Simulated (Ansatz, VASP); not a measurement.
Ru: VASP beside Ansatz

Contents of INCAR:

```
ALGO = Fast
EDIFF = 1E-6
ENCUT = 520
GGA = PS
ISIF = 2
ISMEAR = 0
LASPH = True
LCHARG = False
LREAL = False
LWAVE = False
NBANDS = 21
NELM = 100
PREC = Accurate
SIGMA = 0.15
```

The input KPOINTS:

```
k-points
0
Gamma
  21 21 12
```

File POSCAR:

```
Ru
1.0
    2.6742468842      0.0000000000      0.0000000000
   -1.3371234421      2.3159657378      0.0000000000
    0.0000000000      0.0000000000      4.5079779728
Ru
2
Direct
    0.3333333333      0.6666666667      0.2500000000
    0.6666666667      0.3333333333      0.7500000000
```

Input for Ansatz:

```yaml
crystal:
  lattice:
    - [2.6742468842, 0.0, 0.0]
    - [-1.3371234421, 2.3159657378, 0.0]
    - [0.0, 0.0, 4.5079779728]
  atoms:
    - { symbol: Ru, position: [0.3333333333, 0.6666666667, 0.25] }
    - { symbol: Ru, position: [0.6666666667, 0.3333333333, 0.75] }
basis:
  ecutwfc: 420
kpoints:
  mp_grid: { grid: [21, 21, 12] }
hamiltonian:
  xc: pbesol
  pseudopotentials: { kind: paw, azcp: { folder: soft_1 } }
scf:
  occupations: { method: gaussian, width: 0.15 }
output:
  forces: true
  stress: true
  eigenvalues: true
```

Alike in both runs: task single point; functional PBEsol; k mesh 21 × 21 × 12; occupations gaussian, width 0.15 eV; no spin polarisation.

|  | VASP | Ansatz |
| --- | --- | --- |
| version | VASP 6.6.1 | Ansatz 0.2.0 |
| potentials or method | VASP PAW PBE potentials, release 64 (Ru_pv) | scalar-relativistic, plane waves, PAW |
| plane-wave cutoff (eV) | 520 | 420 |
| valence electrons in the cell | 28 | 32 |

Ansatz gave:

| Property | Result |
| --- | --- |
| gap on the k mesh at the Fermi level (eV) | none |
| pressure (GPa) | -13.7 |
| largest component of the traceless stress (GPa) | 18.90 |

What did VASP give for the same quantities?

gap on the k mesh at the Fermi level (eV): none; pressure (GPa): -13.8; largest component of the traceless stress (GPa): 18.87.

A gap of «none» marks a metal or a gap that the smearing closes. The two sets of potentials don't hold the same shells in valence. Ansatz warned: «pseudo_functional_mismatch».

Caveats: the PAW data sets were made with another functional, which shifts forces and pressure a little (VASP).
